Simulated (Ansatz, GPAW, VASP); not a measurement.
# One calculation of Ag, 3 ways

```
Ag
1.0
     0.00000    2.04275    2.04275
     2.04275    0.00000    2.04275
     2.04275    2.04275    0.00000
Ag
1
Direct
  0.00000 0.00000 0.00000
```

Alike in all runs: task band structure; functional BLYP; k mesh 11 × 11 × 11; occupations fermi-dirac, width 0.05 eV; no spin polarisation; no spin-orbit coupling. Pressure is positive in compression and, in plane waves, holds the error of the finite cutoff.

```tsv
program and potentials	plane-wave cutoff (eV)	notes	band gap (eV)	pressure (GPa)
GPAW, PAW data sets generated for this functional	600	17 valence electrons an atom on average	no gap	11.95
VASP, PBE PAW files Ag, 520 eV	520	potentials made for PBE; 11 valence electrons an atom on average	no gap	12.11
Ansatz, all-electron LAPW, scalar-relativistic	-	-	no gap	11.97
```

None finds a gap. The pressure spans 11.95 (GPAW, PAW data sets generated for this functional) to 12.11 GPa (VASP, PBE PAW files Ag, 520 eV), with all-electron results at 11.97. The cell lies far from this level's equilibrium.

The functional is the same throughout but for its coding, so the spread measures potentials, basis and numerics; runs on potential files found faulty are left out.

All three runs put silver under strong compression in a cell close to the experimental one, so BLYP would expand the lattice well beyond its measured size. Because the all-electron calculation gives 11.97 GPa, the pressure comes from the functional rather than from the potentials. BLYP is known to underbind metals: LYP correlation doesn't recover the uniform electron gas, a limit that matters for the delocalised 5s electrons, and the gradient-corrected exchange probably weakens the cohesion from the filled 4d shells further. The slightly higher VASP value may reflect the PBE-derived potential or its smaller valence space, which these runs can't separate.

The missing gap fits silver's half-filled s-p band above a filled d shell, but it is a weak test. With an odd number of electrons in the primitive cell and both spins treated alike, a band must remain partly filled whatever the functional. The agreement on metallic character therefore says nothing about the depth of the 4d bands, which governs the onset of interband absorption.
